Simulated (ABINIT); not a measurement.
## BeS in ABINIT: the effect of functional

Crystal: BeS.

```xyz
2
Lattice="0.0000 2.4250 2.4250 2.4250 0.0000 2.4250 2.4250 2.4250 0.0000" Properties=species:S:1:pos:R:3 pbc="T T T"
S     3.6375    3.6375    3.6375
Be    0.0000    0.0000    0.0000
```

Alike in all runs:

```yaml
Program: ABINIT 10.8.3 (patched build)
Task: single point
Potentials_or_basis: JTH PAW PBE v2.0
Cutoff: 653 eV
k_mesh: 9 × 9 × 9
Occupations: fermi-dirac, width 0.05 eV
Spin: no spin polarisation
```

| functional | gap on the mesh (eV) | pressure (GPa) |
| --- | --- | --- |
| PBE | 3.20 | 1.3 |
| LDA | 2.99 | -3.3 |
| PBEsol | 3.02 | -0.9 |
| RPBE | 3.31 | 3.6 |
| BLYP | ? | ? |
| AM05 | 3.09 | -0.6 |
| r2SCAN | 3.67 | 1.1 |
| SCAN | 3.67 | 0.5 |
| revPBE | 3.28 | 3.1 |
| PW91 | 3.22 | 1.3 |
| WC | 3.03 | -0.8 |

Task: What does the run with functional BLYP give?

Result: gap on the mesh 3.47 eV; pressure 4.6 GPa.

Caveats: an odd mesh through Γ misses points on the zone boundary, where band edges often lie; the PAW data sets were made with another functional, which shifts forces and pressure a little (some runs).
